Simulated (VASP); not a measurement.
# Li (Im-3m) in VASP: a series of runs

The runs below take Li through single point, relaxation of cell and atoms, with PBE.

Program: VASP 6.6.1. These are calculated values, not measurements. Logs are shortened: lines on timing, memory, paths and dates and some standing lists are left out, and cuts for length are marked.

### Step 1. The structure

Symmetry: Im-3m, No. 229, cubic system. Conventional cell: a = 3.434 Å, b = 3.434 Å, c = 3.434 Å, α = 90.00°, β = 90.00°, γ = 90.00°. Li (site symmetry m-3m) is surrounded by 8 Li at 2.97 Å.

### Step 2. Single point, PBE

INCAR

```
PREC     = Accurate       # precision mode
ENCUT    = 520            # plane-wave cutoff, eV
EDIFF    = 1E-6           # SCF threshold, eV
ISMEAR   = 0              # smearing method
SIGMA    = 0.1            # smearing width, eV
LREAL    = False          # projectors in reciprocal space
LASPH    = True           # aspherical terms in the spheres
NELM     = 100            # most SCF steps
ALGO     = Normal         # electronic algorithm
ISIF     = 2              # what is computed and relaxed
LWAVE    = False          # write WAVECAR
LCHARG   = False          # write CHGCAR
GGA      = PE             # functional
NBANDS   = 8              # bands
```

KPOINTS

```
regular mesh
0
Gamma
  18 18 18
```

POSCAR

```
Li
1.0
   -1.7170491696      1.7170491696      1.7170491696
    1.7170491696     -1.7170491696      1.7170491696
    1.7170491696      1.7170491696     -1.7170491696
Li
1
Direct
    0.0000000000      0.0000000000      0.0000000000
```

Potentials or basis: VASP PAW PBE potentials, release 64 (Li_sv).

Run with:

```console
$ cat potpaw_PBE.64/Li_sv/POTCAR > POTCAR
$ mpirun -np 1 vasp_std > vasp.out
```

OUTCAR:

```text
PREC = Accurate
   ENCUT = 520
   EDIFF = 1E-6
   ISMEAR = 0
   LREAL = False
   LASPH = True
   NELM = 100
   ISIF = 2
   GGA = PE

 ion  position               nearest neighbor table
   1  0.000  0.000  0.000-

  LATTYP: Found a body centered cubic cell.
 ALAT       =     3.4340983392

  Lattice vectors:

 A1 = (  -1.7170491696,   1.7170491696,   1.7170491696)
 A2 = (   1.7170491696,  -1.7170491696,   1.7170491696)
 A3 = (   1.7170491696,   1.7170491696,  -1.7170491696)

Analysis of symmetry for initial positions (statically):
=====================================================================
 Subroutine PRICEL returns:
 Original cell was already a primitive cell.

 Routine SETGRP: Setting up the symmetry group for a
 body centered cubic supercell.

 Subroutine GETGRP returns: Found 48 space group operations
 (whereof 48 operations were pure point group operations)
 out of a pool of 48 trial point group operations.

The static configuration has the point symmetry O_h .

Analysis of symmetry for dynamics (positions and initial velocities):
=====================================================================
 Subroutine PRICEL returns:
 Original cell was already a primitive cell.

 Routine SETGRP: Setting up the symmetry group for a
 body centered cubic supercell.

 Subroutine GETGRP returns: Found 48 space group operations
 (whereof 48 operations were pure point group operations)
 out of a pool of 48 trial point group operations.

The dynamic configuration has the point symmetry O_h .

 Subroutine INISYM returns: Found 48 space group operations
 (whereof 48 operations are pure point group operations),
 and found     1 'primitive' translations

----------------------------------------------------------------------------------------

                                     Primitive cell

  volume of cell :      20.2492

  direct lattice vectors                    reciprocal lattice vectors
    -1.717049170  1.717049170  1.717049170     0.000000000  0.291197252  0.291197252
     1.717049170 -1.717049170  1.717049170     0.291197252  0.000000000  0.291197252
     1.717049170  1.717049170 -1.717049170     0.291197252  0.291197252  0.000000000

  length of vectors
     2.974016401  2.974016401  2.974016401     0.411815103  0.411815103  0.411815103

  position of ions in fractional coordinates (direct lattice)
     0.000000000  0.000000000  0.000000000

  ion indices of the primitive-cell ions
   primitive index   ion index
[... 77 lines left out ...]
   IBRION =     -1    ionic relax: 0-MD 1-quasi-New 2-CG
   NFREE  =      0    steps in history (QN), initial steepest desc. (CG)
   ISIF   =      2    stress and relaxation
   ISYM   =      2    0-nonsym 1-usesym 2-fastsym
   POTIM  = 0.5000    time-step for ionic-motion
   TEBEG  =    0.0;   TEEND  =   0.0 temperature during run
   PSTRESS=    0.0 pullay stress
   NELECT =       3.0000    total number of electrons
   NUPDOWN=      -1.0000    fix difference up-down
   EMIN   =  10.00;   EMAX   =-10.00  energy-range for DOS
   EFERMI =   0.00;   METHOD = LEGACY
   ISMEAR =     0;   SIGMA  =   0.10  broadening in eV -4-tet -1-fermi 0-gaus
   EFERMI_NEDOS =   21; number of points for ismear=-14 and -15
   IALGO  =     38    algorithm
   IMIX   =      4    mixing-type and parameters
     AMIX     =   0.40;   BMIX     =  1.00
     AMIX_MAG =   1.60;   BMIX_MAG =  1.00
  volume/ion in A,a.u.               =      20.25       136.65
  Fermi-wavevector in a.u.,A,eV,Ry     =   0.866255  1.636985 10.209786  0.750398
  Thomas-Fermi vector in A             =   1.984618
   LORBIT       =      0    0 simple, 1 ext, 2 COOP (PROOUT), +10 PAW based schemes
   GGA     = PE    functional components
   LHFCALC =     F    Hartree Fock is set to
   AEXX    =    0.0000 exact exchange contribution
   IVDW    =     0    specifies the selected vdW correction
   LEPSILON=     F    determine dielectric tensor
   LRPA    =     F    only Hartree local field effects (RPA)
 non-spin polarized calculation
 Gauss-broadening in eV      SIGMA  =   0.10
  energy-cutoff  :      520.00
  volume of cell :       20.25
 maximum number of plane-waves:       563
 NGX is ok and might be reduce to    24
   NGX = 11   NGY = 11   NGZ = 11

 number of electron       3.0000000 magnetization

 Free energy of the ion-electron system (eV)
  ---------------------------------------------------
  ext. energy  EPLUGINS =         0.00000000
  ---------------------------------------------------
  free energy    TOTEN  =        -1.90618767 eV

  energy without entropy =       -1.90366190  energy(sigma->0) =       -1.90492479

 E-fermi :   0.6343     XC(G=0):  -7.0467

 val. band max:        0.6059742645   @ k =   0.2778   0.2222   0.0000
 cond. band min:       0.6585991747   @ k =   0.3333   0.1667   0.0000
 fundamental gap:      0.0526249102
 Fermi energy:         0.6343422597

 k-point     1 :       0.0000    0.0000    0.0000
  band No.  band energies     occupation
      1     -45.8993      2.00000
      2      -2.9336      2.00000
      3      15.2438      0.00000
      4      15.2438      0.00000
      5      15.2438      0.00000
      6      20.0173      0.00000
      7      20.0173      0.00000
      8      20.0173      0.00000
[... 243 lines left out ...]
 k-point    24 :       0.3889    0.1111    0.0000
  band No.  band energies     occupation
      1     -45.8797      2.00000
      2       0.7471      0.11076
      3       4.4179      0.00000
      4       9.8376      0.00000
      5      11.5954      0.00000
      6      16.4434      0.00000
      7      18.2313      0.00000
      8      22.6572      0.00000

 [... further k-points ...]

------------------------ aborting loop because EDIFF is reached ----------------------------------------

  FORCE on cell =-STRESS in cart. coord.  units (eV):
  Direction    XX          YY          ZZ          XY          YZ          ZX
  --------------------------------------------------------------------------------------
  -------------------------------------------------------------------------------------
  Total       -0.0091025     -0.0091025     -0.0091025     -0.0000000      0.0000000     -0.0000000
  in kB       -0.7202202     -0.7202202     -0.7202202     -0.0000000      0.0000000     -0.0000000
  external PRESSURE =      -0.7202202 kB  Pullay stress =       0.0000000 kB

 VOLUME and BASIS-vectors are now :
 -----------------------------------------------------------------------------
  energy-cutoff  :      520.00
  volume of cell :       20.25
      direct lattice vectors                 reciprocal lattice vectors
    -1.717049170  1.717049170  1.717049170     0.000000000  0.291197252  0.291197252
     1.717049170 -1.717049170  1.717049170     0.291197252  0.000000000  0.291197252
     1.717049170  1.717049170 -1.717049170     0.291197252  0.291197252  0.000000000

 POSITION                                       TOTAL-FORCE (eV/Angst)
 -----------------------------------------------------------------------------------
      0.00000      0.00000      0.00000        -0.000000      0.000000     -0.000000
 -----------------------------------------------------------------------------------
    total drift:                                0.000000      0.000000     -0.000000

  FREE ENERGIE OF THE ION-ELECTRON SYSTEM (eV)
  ---------------------------------------------------
  free  energy   TOTEN  =        -1.9061876708 eV

  energy  without entropy=       -1.9036618994  energy(sigma->0) =       -1.90492479
```

Wall time 6.7 s (1 thread of Intel Xeon 6975P-C (Granite Rapids), shared host); peak memory 0.14 GiB.

Results:

```
Free energy            : -1.9062 eV
Band gap on the k mesh : none (metal or under the smearing width)
```

Caveat: the cutoff is under 1.25 times the usual one of these potentials, so pressure, stress and relaxed cells hold a basis-set (Pulay) error.

### Step 3. Relaxation of cell and atoms, PBE

This run uses another cell than the first one, of 20.34 Å³/atom, 1.005 times its volume.

INCAR

```
PREC = Accurate
ENCUT = 600
EDIFF = 1E-6
ISMEAR = 0
SIGMA = 0.1
LREAL = False
LASPH = True
NELM = 100
ALGO = Normal
ISIF = 3
LWAVE = False
LCHARG = False
GGA = PE
IBRION = 2
NSW = 100
EDIFFG = -0.002
```

KPOINTS is that of step 2.

POSCAR

```
Li
1.0
   -1.7196562300      1.7196562300      1.7196562300
    1.7196562300     -1.7196562300      1.7196562300
    1.7196562300      1.7196562300     -1.7196562300
Li
1
Direct
    0.0000000000      0.0000000000      0.0000000000
```

Potentials or basis: VASP PAW PBE potentials, release 64 (Li_sv).

Run with:

```console
$ cat potpaw_PBE.64/Li_sv/POTCAR > POTCAR
$ mpirun -np 1 vasp_std > vasp.out
```

It took 9.5 s on 1 thread of Intel Xeon 6975P-C (Granite Rapids), shared host; peak memory 0.14 GiB.

It converged, with:

| Item | Value |
| --- | --- |
| Free energy | -1.9060 eV |
| Relaxed volume | 20.08 Å³/atom |
| Relaxed cell | a = 2.966 Å, b = 2.966 Å, c = 2.966 Å, α = 109.47°, β = 109.47°, γ = 109.47° |
| Space group after relaxing (to 0.05 Å) | Im-3m (No. 229) |
| Energy gained by relaxing | 0.1 meV/atom |
| Ionic steps | 3 |
| Pressure after relaxing | 0.0 GPa |
| Band gap on the k mesh | none (metal or under the smearing width) |

The path:
| step | energy change (eV) | largest force (eV/Å) | pressure (GPa) | volume (Å³) |
| --- | --- | --- | --- | --- |
| 1 | 0.0000 | 0.0000 | -0.17 | 20.34 |
| 2 | -0.0001 | 0.0000 | -0.13 | 20.28 |
| 3 | -0.0001 | 0.0000 | 0.00 | 20.08 |

Final structure:
```yaml
crystal:
  lattice:
    - [-1.71236, 1.71236, 1.71236]
    - [1.71236, -1.71236, 1.71236]
    - [1.71236, 1.71236, -1.71236]
  atoms:
    - { symbol: Li, position: [0.00000, 0.00000, 0.00000] }
```

Levels at points of the mesh, in eV from the Fermi level:
| k point | band 1 | band 2 | band 3 | band 4 | band 5 |
| --- | --- | --- | --- | --- | --- |
| (0.00, 0.00, 0.00) | -46.52 | -3.58 | 14.70 | 14.70 | 14.70 |
| (0.50, 0.00, 0.00) | -46.50 | 0.24 | 3.28 | 10.42 | 11.90 |
| (0.50, 0.50, 0.50) | -46.48 | 5.55 | 5.55 | 5.55 | 7.81 |

Caveat: the cutoff is under 1.25 times the usual one of these potentials, so pressure, stress and relaxed cells hold a basis-set (Pulay) error.
